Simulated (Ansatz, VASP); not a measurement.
## Two plane-wave programs on C

```
CELL_PARAMETERS angstrom
2.45143 0.00000 0.00000
-1.22572 2.12300 0.00000
0.00000 0.00000 5.98979
ATOMIC_POSITIONS crystal
C 0.00000 0.00000 0.00250
C 0.00000 0.00000 0.50250
C 0.33333 0.66667 0.00250
C 0.66667 0.33333 0.50250
```

Alike in both runs: functional PBE; dispersion D3(BJ); k mesh 18 × 18 × 6; occupations fermi-dirac, width 0.15 eV; no spin polarisation.

Ansatz relaxed the structure, and its values are those at the end. VASP's run is a single point on that final structure, the one shown.

```csv
,VASP,Ansatz
version,VASP 6.6.1,Ansatz 0.2.0
potentials or method,"VASP PAW PBE potentials, release 64 (C)","scalar-relativistic, plane waves, PAW"
plane-wave cutoff (eV),520,420
valence electrons in the cell,16,16
```

|  | VASP | Ansatz | Ansatz less VASP |
| --- | --- | --- | --- |
| gap on the k mesh at the Fermi level (eV) | none | none | - |
| pressure (GPa) | 8.5 | 8.0 | -0.52 |

A gap of «none» marks a metal or a gap that the smearing closes.

Caveats: pairwise dispersion overbinds metals, which lowers pressure and volume.
